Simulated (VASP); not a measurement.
W: relaxation of cell and atoms with PBE

Crystal: W.

```
CELL_PARAMETERS angstrom
-1.59253 1.59253 1.59253
1.59253 -1.59253 1.59253
1.59253 1.59253 -1.59253
ATOMIC_POSITIONS crystal
W 0.00000 0.00000 0.00000
```

| Item | Value |
| --- | --- |
| Program | VASP 6.6.1 |
| Task | relaxation of cell and atoms |
| Functional | PBE |
| Potentials or basis | VASP PAW PBE potentials, release 64 (W_sv) |
| Cutoff | 600 eV |
| k mesh | 19 × 19 × 19 |
| Occupations | methfessel-paxton, width 0.1 eV |
| Spin | no spin polarisation |
| Further INCAR settings | ALGO = Normal; EDIFF = 1e-06; IBRION = 2; EDIFFG = -0.005; NSW = 80; ISIF = 3 |

```yaml
Relaxed_volume: 16.15 Å³/atom
Relaxed_cell: a = 2.758 Å, b = 2.758 Å, c = 2.758 Å, α = 109.47°, β = 109.47°, γ = 109.47°
Space_group_after_relaxing_to_0.05_Å: Im-3m (No. 229)
Energy_gained_by_relaxing: 0.0 meV/atom
Ionic_steps: 3
Pressure_after_relaxing: 0.0 GPa
Band_gap_on_the_k_mesh: none (metal or under the smearing width)
```

Final structure:
```
W
1.0
    -1.59244    1.59244    1.59244
     1.59244   -1.59244    1.59244
     1.59244    1.59244   -1.59244
W
1
Direct
  0.00000 0.00000 0.00000
```

Levels at points of the mesh, in eV from the Fermi level:
| k point | band 4 | band 5 | band 6 | band 7 | band 8 | band 9 | band 10 | band 11 |
| --- | --- | --- | --- | --- | --- | --- | --- | --- |
| (0.00, 0.00, 0.00) | -37.75 | -9.49 | -1.16 | -1.16 | -1.16 | 2.26 | 2.26 | 14.51 |

Wall time 21 s on 2 MPI ranks on Intel(R) Xeon(R) Platinum 8488C (Sapphire Rapids), on a shared host, peak memory 0.17 GiB a rank.

Spin-orbit coupling is left out, which matters for the levels of W.
